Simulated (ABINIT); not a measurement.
The system is CsSnI3.

```
Cs I Sn
1.0
     6.20570    0.00000    0.00000
     0.00000    6.20570    0.00000
     0.00000    0.00000    6.20570
Cs I Sn
1 3 1
Direct
  0.00000 0.00000 0.00000
  0.50000 0.50000 0.00000
  0.50000 0.00000 0.50000
  0.00000 0.50000 0.50000
  0.50000 0.50000 0.50000
```

Base run:

* Program: ABINIT 10.8.3 (patched build)
* Functional: LDA
* Potentials or basis: JTH PAW LDA v2.0
* Cutoff: 544 eV
* k mesh: 3 × 3 × 3
* Occupations: fermi-dirac, width 0.05 eV
* Spin: no spin polarisation

Its results: band gap on the k mesh 3.09 eV, direct.

**Question.** After a change of settings the same cell gave: band gap on the k mesh 0.26 eV, direct. Which change was it?
A. functional from LDA to LDA-PZ; k mesh from 3 × 3 × 3 to 5 × 5 × 5
B. potentials or basis from JTH PAW LDA v2.0 to JTH PAW LDA v2.0 sp; k mesh from 3 × 3 × 3 to 5 × 5 × 5; valence electrons from 44 to 34
C. k mesh from 3 × 3 × 3 to 4 × 4 × 4

**Answer.** C.

Caveats: spin-orbit coupling is left out, which moves the levels of the heavy elements; the cell was measured hot, at 500 K; an odd mesh through Γ misses points on the zone boundary, where band edges often lie (some runs).
